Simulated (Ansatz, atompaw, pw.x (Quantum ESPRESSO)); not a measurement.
What a changed setting does to a pw.x run (fcc Ga)

Potential: PAW, atompaw 4.2.0.5, LDA (PW92); core [Ar], reference 3d10 4s2 4p1; waves: 4s (bound): rc 2.25 bohr; 4s channel at 4.1 Ry: rc 2.25 bohr; 4p (bound): rc 1.65 bohr; 4p channel at 1.25 Ry: rc 1.65 bohr; 3d (bound): rc 1.35 bohr; 3d channel at -0.25 Ry: rc 1.35 bohr; local part: bessel scheme, radius 2.00 bohr; core correction: smooth core density matched at 2.20 bohr; augmentation: sinc compensation charge, radius 2.10 bohr; PAW radius 2.25 bohr; waves and projectors: custom polynom vanderbiltortho.

The reference run (k-mesh 14³, cutoffs 170/900 Ry, Fermi–Dirac 0.01 Ry, mixing_beta 0.4, conv_thr 1e-9, no spin) gives 0.18 GPa at 17.150 Å³/atom, where all-electron LAPW gives -0.02 GPa. This run, with its own iteration cap, changes smearing to mp.

```
&control
  calculation='scf', prefix='x', pseudo_dir='./', outdir='./tmp', tstress=.true., disk_io='none'
/
&system
  ibrav=0, nat=1, ntyp=1, ecutwfc=170, ecutrho=900, nbnd=14,
  occupations='smearing', smearing='mp', degauss=0.01
/
&electrons
  conv_thr=1e-09, mixing_beta=0.4, electron_maxstep=60
/
ATOMIC_SPECIES
Ga 1.0 Ga.UPF
CELL_PARAMETERS angstrom
  0.00000000 2.04681242 2.04681242
  2.04681242 0.00000000 2.04681242
  2.04681242 2.04681242 0.00000000
ATOMIC_POSITIONS crystal
Ga 0.0000 0.0000 0.0000
K_POINTS automatic
14 14 14 0 0 0
```

```bash
pw.x < Ga.scf.in > Ga.scf.out
```

Problem. How does the run end?

Solution. It converges in 6 iterations; the free energy moves by +9.4 meV/atom and the pressure by -0.18 GPa. This scheme is built to cancel the term in the square of the width that Fermi–Dirac smearing leaves in the F of a metal.

```
Message from routine setup:
     using ibrav=0 with symmetry is DISCOURAGED, use correct ibrav instead
     lattice parameter (alat)  =       5.4701  a.u.
     unit-cell volume          =     115.7339 (a.u.)^3
     number of electrons       =        13.00
     number of Kohn-Sham states=           14
     kinetic-energy cutoff     =     170.0000  Ry
     charge density cutoff     =     900.0000  Ry
     scf convergence threshold =      1.0E-09
     Exchange-correlation= SLA PW NOGX NOGC
     number of k points=   104  Methfessel-Paxton smearing, width (Ry)=  0.0100
     iteration #  1     ecut=   170.00 Ry     beta= 0.40
     total energy              =    -272.36818736 Ry
     estimated scf accuracy    <       0.00674824 Ry
     iteration #  2     ecut=   170.00 Ry     beta= 0.40
     total energy              =    -272.36857183 Ry
     estimated scf accuracy    <       0.00096686 Ry
     iteration #  3     ecut=   170.00 Ry     beta= 0.40
     total energy              =    -272.36857137 Ry
     estimated scf accuracy    <       0.00007613 Ry
     iteration #  4     ecut=   170.00 Ry     beta= 0.40
     total energy              =    -272.36858271 Ry
     estimated scf accuracy    <       0.00000087 Ry
     iteration #  5     ecut=   170.00 Ry     beta= 0.40
     total energy              =    -272.36858302 Ry
     estimated scf accuracy    <       0.00000002 Ry
     iteration #  6     ecut=   170.00 Ry     beta= 0.40
     the Fermi energy is    13.3298 ev
!    total energy              =    -272.36858303 Ry
     estimated scf accuracy    <          9.6E-10 Ry
     smearing contrib. (-TS)   =       0.00002185 Ry
     The total energy is F=E-TS. E is the sum of the following terms:
     one-electron contribution =     -88.91580529 Ry
     hartree contribution      =      28.35586417 Ry
     xc contribution           =     -15.99523219 Ry
     ewald contribution        =    -100.16271171 Ry
     one-center paw contrib.   =     -95.65071987 Ry
     convergence has been achieved in   6 iterations
          total   stress  (Ry/bohr**3)                   (kbar)     P=        0.06
     Message from routine punch:
     Nothing written, as per user request (disk_io='none')
```

The run took about 52 s on one core of a shared host (Intel(R) Xeon(R) Platinum 8488C, 96 threads, 744 GiB, load 37).
